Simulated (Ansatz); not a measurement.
# Si24H12C2 slab: levels of theory, part 2 of 2

The task, for Si24H12C2 slab: compare levels of theory; the runs are relaxing the atoms and single point.

Ansatz 0.2.0; DFT PBE, scalar-relativistic, plane waves, PAW, and further levels as typed in the inputs. The steps go on from the part before.

## Step 4: Single point: PBE+D3(BJ)

It takes the final geometry of step 2.

input.yaml reads:

```yaml
crystal:
  lattice:
    - [7.6805938572, 0.0, 0.0]
    - [0.0, 7.6805938572, 0.0]
    - [0.0, 0.0, 22.80875]
  atoms:
    - { symbol: Si, position: [0.0828981807, 0.0270155011, 0.6762315697] }
    - { symbol: Si, position: [0.1135484352, 0.5179247877, 0.6384035038] }
    - { symbol: Si, position: [0.4003808485, 0.0352536423, 0.6649042797] }
    - { symbol: Si, position: [0.4150489813, 0.4783828317, 0.6614772025] }
    - { symbol: Si, position: [0.0107956073, 0.2489063623, 0.6058516623] }
    - { symbol: Si, position: [0.0096938834, 0.7896728616, 0.6141084488] }
    - { symbol: Si, position: [0.4829377172, 0.2498527676, 0.5969360037] }
    - { symbol: Si, position: [0.495409595, 0.759852185, 0.6213632507] }
    - { symbol: Si, position: [0.2410599879, 0.2457163694, 0.5374022256] }
    - { symbol: Si, position: [0.2608129023, 0.7381034228, 0.5513370864] }
    - { symbol: Si, position: [0.7526032396, 0.2525638684, 0.5492621269] }
    - { symbol: Si, position: [0.7483190596, 0.7576039743, 0.5576721844] }
    - { symbol: Si, position: [0.2461878068, -0.014725144, 0.4861353729] }
    - { symbol: Si, position: [0.2524263669, 0.5019616977, 0.4841969999] }
    - { symbol: Si, position: [0.7478277672, -0.0015893464, 0.4911395886] }
    - { symbol: Si, position: [0.7527839641, 0.5088389513, 0.4924793237] }
    - { symbol: Si, position: [-0.0056317753, -0.0039525164, 0.4283439526] }
    - { symbol: Si, position: [-0.0028958813, 0.503925533, 0.4283374197] }
    - { symbol: Si, position: [0.500637425, -0.0023358325, 0.4287025195] }
    - { symbol: Si, position: [0.507253375, 0.5019295808, 0.428343037] }
    - { symbol: Si, position: [0.0, 0.25, 0.3691565737] }
    - { symbol: Si, position: [0.0, 0.75, 0.3691565737] }
    - { symbol: Si, position: [0.5, 0.25, 0.3691565737] }
    - { symbol: Si, position: [0.5, 0.75, 0.3691565737] }
    - { symbol: H, position: [-0.1510299882, 0.25, 0.3288211761] }
    - { symbol: H, position: [0.1510299882, 0.25, 0.3288211761] }
    - { symbol: H, position: [-0.1510299882, 0.75, 0.3288211761] }
    - { symbol: H, position: [0.1510299882, 0.75, 0.3288211761] }
    - { symbol: H, position: [0.3489700118, 0.25, 0.3288211761] }
    - { symbol: H, position: [0.6510299882, 0.25, 0.3288211761] }
    - { symbol: H, position: [0.3489700118, 0.75, 0.3288211761] }
    - { symbol: H, position: [0.6510299882, 0.75, 0.3288211761] }
    - { symbol: C, position: [0.5017295283, 0.1586527201, 0.7314182062] }
    - { symbol: C, position: [0.4467814264, 0.3540947545, 0.7359777786] }
    - { symbol: H, position: [0.4694733312, 0.0931117548, 0.7729278489] }
    - { symbol: H, position: [0.6439426575, 0.1492967035, 0.7260135182] }
    - { symbol: H, position: [0.3218206005, 0.3644558805, 0.759247054] }
    - { symbol: H, position: [0.5425609851, 0.4249938847, 0.7627766808] }
scf:
  occupations: { method: gaussian, width: 0.05 }
output:
  forces: true
hamiltonian:
  xc: pbe
  dispersion: d3bj
kpoints:
  mp_grid: { grid: [3, 3, 1] }
efield:
  axis: 3
  dipole_correction: true
```

Started as:

```
ansatz run input.yaml --threads 8 --pin off --max-ram 12288MiB --backend cpu --events-out ev --progress --plain --runs-dir out
```

Output (excerpt; [...] marks lines left out):

```text
Warning: RAYON_NUM_THREADS=8 ignored (pool sized by the plan → 8); use --threads N
[...]
Pseudopotentials: kind: paw
Pseudopotential: Si, paw, valence charge 4, recommended cutoff 420 eV (normal), Si.paw.azcp
Pseudopotential: H, paw, valence charge 1, recommended cutoff 420 eV (normal), H.paw.azcp
Pseudopotential: C, paw, valence charge 4, recommended cutoff 420 eV (normal), C.paw.azcp
Functional definition: PBE
[...]
Crystal: 38 atoms, lattice volume = 1345.523 Å³
Basis set: ecut = 420 eV, 26273 PW (Γ), exchange–correlation on 108×108×320 points (8 copies of the dense FFT grid, shifted against one another)
Bands: 96, of which v1, the nominal top of the filled ones, is band 58 counted from 1 (57 counted from 0)
Symmetry: 1 space group operations
Space group: P1 (ITA 1), of the structure as read, at distance tolerance 1.1e-4 Å
k-points: 5 of 9 (time reversal used)
[...]
WARN: dispersion: an atom stands within reach of a switch of its C6 between two reference coordination numbers of its element: through that C6 alone, e_disp changes by 0.025 eV or more while the distances to its neighbours run over a stretch of 0.05 Å that contains this geometry (sites [...]
SCF converged after 9 iterations
Free energy (F): -15953.491148 eV
[...]
E sigma→0 (E₀):  -15953.491148 eV
Fermi energy:    -0.255587 eV
Dipole field:    D = 0.018176 V/Å  (p = 0.135156 e·Å, saw-weighted, corrected)
Work function:   Φ+ = 4.1421 eV   Φ− = 4.5567 eV
Levels:          The Fermi level and band energies are counted from a zero that moves with the ramp; work functions are not
[...]
--- Forces (eV/Å), atoms counted from 1 ---
  atom   1  Si     0.00825520     0.01493469    -0.07265291
  atom   2  Si    -0.17182193    -0.09038045     0.15903344
  atom   3  Si     0.01076859     0.02379595    -0.06815646
  atom   4  Si     0.08197321    -0.03800396    -0.04380946
  atom   5  Si    -0.01808455    -0.04266086    -0.07577332
  atom   6  Si    -0.00322195     0.03790600    -0.06648050
  atom   7  Si    -0.00012013    -0.00850210    -0.05263426
  atom   8  Si     0.01580605     0.01711127    -0.04464374
[...]
--- Band table (eV; the first three rows and the last of 5) ---
[...]
```

Run time: 26 s. Hardware: 8 threads of Arm Neoverse N1, shared host; peak memory 3 GiB.

## Step 5: Single point: RPBE

It takes the final geometry of step 2.

Edit input.yaml of step 4 so:

```diff
@@ -49,4 +49,3 @@
 hamiltonian:
-  xc: pbe
-  dispersion: d3bj
+  xc: rpbe
 kpoints:
```

Started as:

```
ansatz run input.yaml --threads 8 --pin off --max-ram 12288MiB --backend cpu --events-out ev --progress --plain --runs-dir out
```

Output (excerpt; [...] marks lines left out):

```text
Warning: RAYON_NUM_THREADS=8 ignored (pool sized by the plan → 8); use --threads N
[...]
[... 4 set-up lines as earlier in the session ...]
Functional definition: RPBE
[...]
Crystal: 38 atoms, lattice volume = 1345.523 Å³
Basis set: ecut = 420 eV, 26273 PW (Γ), exchange–correlation on 108×108×320 points (8 copies of the dense FFT grid, shifted against one another)
Bands: 96, of which v1, the nominal top of the filled ones, is band 58 counted from 1 (57 counted from 0)
[... 2 set-up lines as earlier in the session ...]
k-points: 5 of 9 (time reversal used)
[...]
SCF converged after 10 iterations
Free energy (F): -16025.616192 eV
[...]
E sigma→0 (E₀):  -16025.616192 eV
Fermi energy:    -0.175119 eV
Dipole field:    D = 0.017657 V/Å  (p = 0.131292 e·Å, saw-weighted, corrected)
Work function:   Φ+ = 4.0817 eV   Φ− = 4.4845 eV
Levels:          The Fermi level and band energies are counted from a zero that moves with the ramp; work functions are not
[...]
--- Forces (eV/Å), atoms counted from 1 ---
  atom   1  Si    -0.03487885    -0.00840445     0.10616622
  atom   2  Si    -0.02301024     0.00470657     0.05224930
  atom   3  Si    -0.02356737    -0.06557598    -0.02955033
  atom   4  Si     0.01352576     0.05985585    -0.02065375
  atom   5  Si    -0.02552748    -0.01128344     0.03482134
  atom   6  Si    -0.02728799     0.00482014     0.03189204
  atom   7  Si     0.01710108     0.00178371    -0.00731300
  atom   8  Si     0.02338297     0.00226738     0.03967568
[...]
--- Band table (eV; the first three rows and the last of 5) ---
[...]
```

It took 27 s on 8 threads of Arm Neoverse N1, shared host; peak memory 3 GiB.

## Step 6: Single point: r2SCAN

It takes the final geometry of step 2.

Edit input.yaml of step 5 so:

```diff
@@ -49,3 +49,3 @@
 hamiltonian:
-  xc: rpbe
+  xc: r2scan
 kpoints:
```

Started as:

```
ansatz run input.yaml --threads 8 --pin off --max-ram 12288MiB --backend cpu --events-out ev --progress --plain --runs-dir out
```

Output (excerpt; [...] marks lines left out):

```text
Warning: RAYON_NUM_THREADS=8 ignored (pool sized by the plan → 8); use --threads N
[...]
[... 1 set-up line as earlier in the session ...]
Pseudopotential: Si, paw, valence charge 4, recommended cutoff 500 eV (meta_gga), Si.paw.azcp
Pseudopotential: H, paw, valence charge 1, recommended cutoff 500 eV (meta_gga), H.paw.azcp
Pseudopotential: C, paw, valence charge 4, recommended cutoff 500 eV (meta_gga), C.paw.azcp
Functional definition: r2SCAN
[...]
Crystal: 38 atoms, lattice volume = 1345.523 Å³
Basis set: ecut = 500 eV, 34111 PW (Γ), exchange–correlation on 240×240×720 points (64 copies of the dense FFT grid, shifted against one another)
Bands: 96, of which v1, the nominal top of the filled ones, is band 58 counted from 1 (57 counted from 0)
[... 2 set-up lines as earlier in the session ...]
k-points: 5 of 9 (time reversal used)
[...]
SCF converged after 10 iterations
Free energy (F): -16026.771545 eV
[...]
E sigma→0 (E₀):  -16026.771545 eV
Fermi energy:    -0.304754 eV
Dipole field:    D = 0.017014 V/Å  (p = 0.126514 e·Å, saw-weighted, corrected)
Work function:   Φ+ = 4.2230 eV   Φ− = 4.6111 eV
Levels:          The Fermi level and band energies are counted from a zero that moves with the ramp; work functions are not
[...]
--- Forces (eV/Å), atoms counted from 1 ---
  atom   1  Si     0.03752283    -0.00901518    -0.17164658
  atom   2  Si    -0.02847217     0.03177413    -0.01159293
  atom   3  Si     0.05842240     0.07867172     0.04517701
  atom   4  Si    -0.00845315    -0.05895909     0.02375335
  atom   5  Si     0.04653842     0.04849516    -0.01777267
  atom   6  Si     0.03530118    -0.10180132     0.02639658
  atom   7  Si    -0.05893798     0.00613346     0.02291850
  atom   8  Si    -0.01602648    -0.01579096    -0.05327610
[...]
--- Band table (eV; the first three rows and the last of 5) ---
[...]
```

Run time: 64 s. Hardware: 8 threads of Arm Neoverse N1, shared host; peak memory 5.6 GiB.

## Step 7: Single point: r2SCAN+rVV10

It takes the final geometry of step 2.

Edit input.yaml of step 6 so:

```diff
@@ -50,2 +50,3 @@
   xc: r2scan
+  dispersion: rvv10
 kpoints:
```

Started as:

```
ansatz run input.yaml --threads 8 --pin off --max-ram 12288MiB --backend cpu --events-out ev --progress --plain --runs-dir out
```

Output (excerpt; [...] marks lines left out):

```text
[...]
SCF converged after 10 iterations
Free energy (F): -16013.929596 eV
[...]
E sigma→0 (E₀):  -16013.929596 eV
Fermi energy:    -0.319029 eV
Dipole field:    D = 0.016760 V/Å  (p = 0.124627 e·Å, saw-weighted, corrected)
Work function:   Φ+ = 4.2451 eV   Φ− = 4.6274 eV
Levels:          The Fermi level and band energies are counted from a zero that moves with the ramp; work functions are not
[...]
--- Forces (eV/Å), atoms counted from 1 ---
  atom   1  Si     0.03429652    -0.00404714    -0.17378190
  atom   2  Si    -0.03213785     0.02799272    -0.01416035
  atom   3  Si     0.06120119     0.07405497     0.03905242
  atom   4  Si     0.00136957    -0.05787094     0.02043110
  atom   5  Si     0.03350695     0.04495529    -0.02587306
  atom   6  Si     0.02184728    -0.08540078     0.01645137
  atom   7  Si    -0.04902188     0.00474262     0.00737238
  atom   8  Si    -0.00532168    -0.01195033    -0.05690830
[...]
--- Band table (eV; the first three rows and the last of 5) ---
[...]
```

It took 2.2 min on 8 threads of Arm Neoverse N1, shared host; peak memory 6.3 GiB.

## Step 8: Single point: HSE06

It takes the final geometry of step 2.

Edit input.yaml of step 7 so:

```diff
@@ -49,4 +49,3 @@
 hamiltonian:
-  xc: r2scan
-  dispersion: rvv10
+  xc: hse06
 kpoints:
```

Started as:

```
ansatz run input.yaml --threads 8 --pin off --max-ram 12288MiB --backend cpu --events-out ev --progress --plain --runs-dir out
```

Output (excerpt; [...] marks lines left out):

```text
Warning: RAYON_NUM_THREADS=8 ignored (pool sized by the plan → 8); use --threads N
[...]
[... 4 set-up lines as earlier in the session ...]
Functional definition: HSE06
[...]
Crystal: 38 atoms, lattice volume = 1345.523 Å³
Basis set: ecut = 420 eV, 26273 PW (Γ), exchange–correlation on 108×108×320 points (8 copies of the dense FFT grid, shifted against one another)
Bands: 96, of which v1, the nominal top of the filled ones, is band 58 counted from 1 (57 counted from 0)
[... 2 set-up lines as earlier in the session ...]
k-points: 5 of 9 (time reversal used)
[...]
Frozen-core exchange: fock
[...]
E sigma→0 (E₀):  -15958.588862 eV
Fermi energy:    -0.327565 eV
Dipole field:    D = 0.016618 V/Å  (p = 0.123568 e·Å, saw-weighted, corrected)
Work function:   Φ+ = 4.2477 eV   Φ− = 4.6267 eV
Levels:          The Fermi level and band energies are counted from a zero that moves with the ramp; work functions are not
[...]
--- Forces (eV/Å), atoms counted from 1 ---
  atom   1  Si     0.04803190    -0.00071147    -0.07245800
  atom   2  Si    -0.03701523     0.05874469    -0.08343779
  atom   3  Si     0.02729770     0.12107665     0.02524399
  atom   4  Si     0.02422401    -0.09853147     0.05097300
  atom   5  Si     0.09035157    -0.01187252    -0.06060557
  atom   6  Si     0.05723313    -0.12123111     0.00874069
  atom   7  Si    -0.09483770     0.00619539     0.02833191
  atom   8  Si    -0.06307066    -0.01650798    -0.06406223
[...]
--- Band table (eV; the first three rows and the last of 5) ---
[...]
  guard bands above this table: 37 of the run's 96 bands. The solve was not asked for them (output.publish_guard_bands: true or output.eigenvalues: true publishes all)
```

Run time: 13 min. Hardware: 8 threads of Arm Neoverse N1, shared host; peak memory 4.9 GiB.

## Step 9: The runs side by side

What follows sums up all 2 parts.

| step | level | energy (eV) | gap on the mesh (eV) | time |
| --- | --- | --- | --- | --- |
| 2 | PBE | -15947.000 | 0.55 | 4 min |
| 3 | LDA | -15274.789 | 0.51 | 27 s |
| 4 | PBE+D3(BJ) | -15953.491 | 0.55 | 26 s |
| 5 | RPBE | -16025.616 | 0.57 | 27 s |
| 6 | r2SCAN | -16026.772 | 0.65 | 64 s |
| 7 | r2SCAN+rVV10 | -16013.930 | 0.64 | 2.2 min |
| 8 | HSE06 | -15958.589 | 0.95 | 13 min |

Totals of different systems or levels have different zeros; only balanced differences at one level mean anything.

What this shows: The gap on the mesh runs from 0.51 eV with LDA to 0.95 eV with HSE06. Near these geometries the D3 coefficients change with coordination, as the log warns; steps in energy, slope or pressure can stem from that.
